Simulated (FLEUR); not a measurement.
Runs of FLEUR MaX-R8.1 (later development tree) on Cl. The structure is orthorhombic, space group Cmce (No. 64). Conventional cell: a = 6.290 Å, b = 4.500 Å, c = 8.210 Å, α = 90.00°, β = 90.00°, γ = 90.00°. Cl (site symmetry m) has 1 Cl at 2.02 Å as nearest neighbours. 

| task | level | gmax | muffin-tin radii | max iterations | mixing factor | mixer | kmax | gap on the mesh (eV) |
| --- | --- | --- | --- | --- | --- | --- | --- | --- |
| band structure | LDA | 17.3 1/bohr | Cl 1.76 bohr | 60 | 0.05 | Anderson | 5.57 1/bohr | 2.33 |
| band structure | PBEsol | 17.3 1/bohr | Cl 1.76 bohr | 60 | 0.05 | Anderson | 5.57 1/bohr | 2.43 |
| band structure | r2SCAN | 17.3 1/bohr | Cl 1.76 bohr | 80 | 0.05 | Anderson | 5.57 1/bohr | (a) |
| single point | PBEsol | 17.8 1/bohr | Cl 1.71 bohr | 60 | 0.05 | Anderson | 5.73 1/bohr | 2.43 |

Alike in all rows: potentials or basis all-electron, FLAPW; no spin polarisation; cell as given; k mesh 7 × 7 × 4; smearing fermi-dirac 0.05 eV.

**Question.** Estimate the missing entries.

**Answer.** (a) 2.98.

Caveats: the meta-GGA is that of a development version, with a GGA for the radial functions and cores and without core tails (some runs); an odd mesh through Γ misses points on the zone boundary, where band edges often lie (some runs).

Not every run made on this cell is shown here.
